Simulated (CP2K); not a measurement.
TaN:

```
Ta N
1.0
     3.12728    0.00000    0.00000
     1.56364    2.70831    0.00000
     1.56364    0.90277    2.55342
Ta N
1 1
Direct
  0.50000 0.50000 0.50000
  0.00000 0.00000 0.00000
```

The cell comes from a database or a generator and needn't be the stable form of this composition.

Program: CP2K 2026.2. Alike in all runs: task single point; potentials or basis POTENTIAL_UZH Ta GTH-PBE-q13, N GTH-PBE-q5; TZVP-MOLOPT-PBE-GTH basis; no spin polarisation; cell as given; k mesh 10 × 10 × 10; smearing fermi-dirac 0.05 eV.

Question: Order these runs on this cell by their pressure, lowest first.
A. level revPBE
B. level r2SCAN
C. level WC
D. level PBE
E. level LDA

Answer: E (-16.6 GPa), C (-11.7 GPa), B (-8.6 GPa), D (-5.8 GPa), A (-3.6 GPa).

Caveats: the basis of atomic orbitals isn't converged, which shifts pressures, moduli and gaps; the potentials were made for another functional, which shifts forces and pressure (some runs).
